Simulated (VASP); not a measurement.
A run of VASP 6.6.1 is set up as follows.

INCAR

```
SYSTEM = Pm
PREC     = Accurate       ! precision mode
ENCUT    = 520            ! plane-wave cutoff, eV
EDIFF    = 1E-6           ! SCF threshold, eV
ISMEAR   = -1             ! smearing method
SIGMA    = 0.13605693000000002 ! smearing width, eV
LREAL    = .False.        ! projectors in reciprocal space
LASPH    = .True.         ! aspherical terms in the spheres
NELM     = 60             ! most SCF steps
ALGO     = Normal         ! electronic algorithm
ISIF     = 2              ! what is computed and relaxed
LWAVE    = .False.        ! write WAVECAR
LCHARG   = .True.         ! write CHGCAR
GGA      = PS             ! functional
LELF     = .True.         ! ELF
LVHAR    = .True.       
NBANDS   = 14             ! bands
```

KPOINTS

```
regular mesh
0
Gamma
  13 13 13
  0 0 0
```

File POSCAR:

```
Pm
1.0
    0.0000000000      2.1787906768      2.1787906768
    2.1787906768      0.0000000000      2.1787906768
    2.1787906768      2.1787906768      0.0000000000
Pm
1
Direct
    0.0000000000      0.0000000000      0.0000000000
```

Potentials or basis: VASP PAW PBE potentials, release 64 (Pm).

Command:

```bash
$ cat potpaw_PBE.64/Pm/POTCAR > POTCAR
$ mpirun -np 1 vasp_std > vasp.out
```

(1) Predict the band gap on the k mesh.

(2) Estimate the pressure.

Results:

(1) none (metal or under the smearing width).

(2) -0.5 GPa.

Caveat: the PAW data sets were made with another functional, which shifts forces and pressure a little.
